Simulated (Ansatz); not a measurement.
# HfO2: the band gap up the ladder of functionals

One table from this session's results is given with a row withheld; the runs are named, their logs left out.

The runs shown are made with Ansatz 0.2.0. PAW datasets, plane waves. The values are computed, spin-unpolarised, and not measurements.

## The structure to begin with

The cell was relaxed beforehand with r2SCAN.

Space group P4_2/mnm (No. 136), tetragonal; conventional cell a = 4.838 Å, c = 3.220 Å, 12.56 Å³ an atom. Near Hf stand 6 O at 2.09 Å; near O stand 3 Hf at 2.09 Å.

As a file:

Space group P4_2/mnm (No. 136). a = 4.838 Å, b = 4.838 Å, c = 3.220 Å, α = 90.00°, β = 90.00°, γ = 90.00°
```tsv
atom	site	symmetry	x	y	z
Hf	2a	m.mm	0.0000	0.0000	0.0000
O	4f	m.2m	0.1950	0.8050	0.5000
```

The first run:

The input, input.yaml:

```yaml
crystal:
  lattice:
    - [4.8382985915, 0.0, 0.0]
    - [0.0, 4.8382985915, 0.0]
    - [0.0, 0.0, 3.2199928861]
  atoms:
    - { symbol: Hf, position: [0.0, 0.0, 0.0] }
    - { symbol: Hf, position: [0.5, 0.5, 0.5] }
    - { symbol: O, position: [0.194954328, 0.805045672, 0.5] }
    - { symbol: O, position: [0.305045672, 0.305045672, 0.0] }
    - { symbol: O, position: [0.694954328, 0.694954328, 0.0] }
    - { symbol: O, position: [0.805045672, 0.194954328, 0.5] }
kpoints:
  mp_grid: { grid: [6, 6, 8] }
  band_path:
    path:
      - [[0.0, 0.0, 0.0], [6.683762459644e-52, 0.5, 0.0], [0.5, 0.5, 0.0], [0.0, 0.0, 0.0], [0.0, 0.0, 0.5], [6.683762459644e-52, 0.5, 0.5], [0.5, 0.5, 0.5], [0.0, 0.0, 0.5]]
      - [[6.683762459644e-52, 0.5, 0.0], [6.683762459644e-52, 0.5, 0.5]]
      - [[0.5, 0.5, 0.0], [0.5, 0.5, 0.5]]
    npoints: 10
hamiltonian:
  xc: pbe
scf:
  occupations: { method: fermi_dirac, width: 0.02 }
  n_extra_bands: 5
output:
  forces: true
  stress: true
  eigenvalues: true
```

Launch:

```console
$ ansatz run input.yaml --threads 4 --pin off --max-ram 6451MiB --backend cpu --events-out ev --progress --plain --runs-dir out
```

Among the steps run: Band structure with PBE; Single point with r2SCAN; HSE06; Single point with PBE+SOC; Single point with PBE0.

One table of the session follows, with a row left open; its other results are not shown here.

```
  level  gap (eV)
    PBE      3.98
 r2SCAN         ?
  HSE06      5.63
PBE+SOC      3.97
   PBE0      6.40
```

Q: Estimate the row for r2SCAN from the others.

As computed: gap (eV): 4.53. In the column «gap (eV)» it lies between PBE (3.98) and HSE06 (5.63).

Meshes: PBE 6×6×8, r2SCAN 6×6×8, HSE06 4×4×4, PBE+SOC 6×6×8, PBE0 4×4×4

In words: The gap runs from 3.97 eV (PBE+SOC) to 6.40 eV (PBE0). PBE reaches 71 % of the HSE06 value, and r2SCAN 80 %. PBE0 lies 0.77 eV above HSE06, which differs from it by screening the long-range exchange.

Limits of these values: Warnings in the runs' records: stress scf threshold loose, stress exchange threshold loose.
